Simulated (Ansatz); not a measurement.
**NaCl in Ansatz: convergence with cutoff**

NaCl:

```
CELL_PARAMETERS angstrom
0.00000 2.79406 2.79406
2.79406 0.00000 2.79406
2.79406 2.79406 0.00000
ATOMIC_POSITIONS crystal
Cl 0.48478 0.50030 0.50763
Na 0.01383 0.02545 0.96521
```

The cell is a database's computed one.

The cell isn't the ideal one: atoms moved at random, drawn with an rms of 0.1 Å.

| Property | Result |
| --- | --- |
| Program | Ansatz 0.2.0 |
| Task | convergence study |
| Functional | PBEsol |
| Potentials or basis | all-electron LAPW, scalar-relativistic |
| Cutoff | 80 eV |
| Density cutoff | 320 eV |
| Basis error allowed | 0.001 eV/atom |
| k mesh | 5 × 5 × 5 |
| Occupations | fermi-dirac, width 0.05 eV |
| Spin | no spin polarisation |

These are the settings of the first run; the series varies cutoff, with any setting tied to it.

Hardware: 1 thread of Intel(R) Xeon(R) Platinum 8259CL CPU @ 2.50GHz (Skylake/Cascade Lake), on a shared host.

| cutoff | energy less the tightest run, at zero smearing (meV/atom) | pressure (GPa) | largest force (eV/Å) | gap on the mesh (eV) | SCF cycles | CPU time (s) | peak memory (GiB) |
| --- | --- | --- | --- | --- | --- | --- | --- |
| 80 eV | 92.76 | 0.96 | 0.252 | 5.069 | 6 | 5.3 | 0.27 |
| 110 eV | 15.62 | 0.59 | 0.258 | 5.042 | 6 | 6.2 | 0.26 |
| 140 eV | 3.20 | 0.53 | 0.259 | 5.040 | 6 | 7 | 0.29 |
| 180 eV | 0.51 | 0.52 | 0.259 | 5.040 | 6 | 8 | 0.3 |
| 230 eV | 0.09 | 0.52 | 0.259 | 5.040 | 6 | 12 | 0.33 |
| 290 eV | 0.02 | 0.52 | 0.259 | 5.041 | 6 | 15 | 0.37 |
| 360 eV | 0.01 | 0.52 | 0.259 | 5.041 | 6 | 20 | 0.42 |
| 450 eV | 0.00 | 0.52 | 0.259 | 5.041 | 6 | 30 | 0.52 |
| 560 eV | 0.00 | 0.52 | 0.259 | 5.041 | 6 | 46 | 0.67 |

Against the tightest run, the energy stays within 1 meV/atom from 180 eV on; the pressure stays within 0.1 GPa from 110 eV on; the largest force stays within 0.005 eV/Å from 110 eV on; the gap on the mesh stays within 0.01 eV from 110 eV on. The tightest run that finished is the yardstick and may itself not be fully converged.
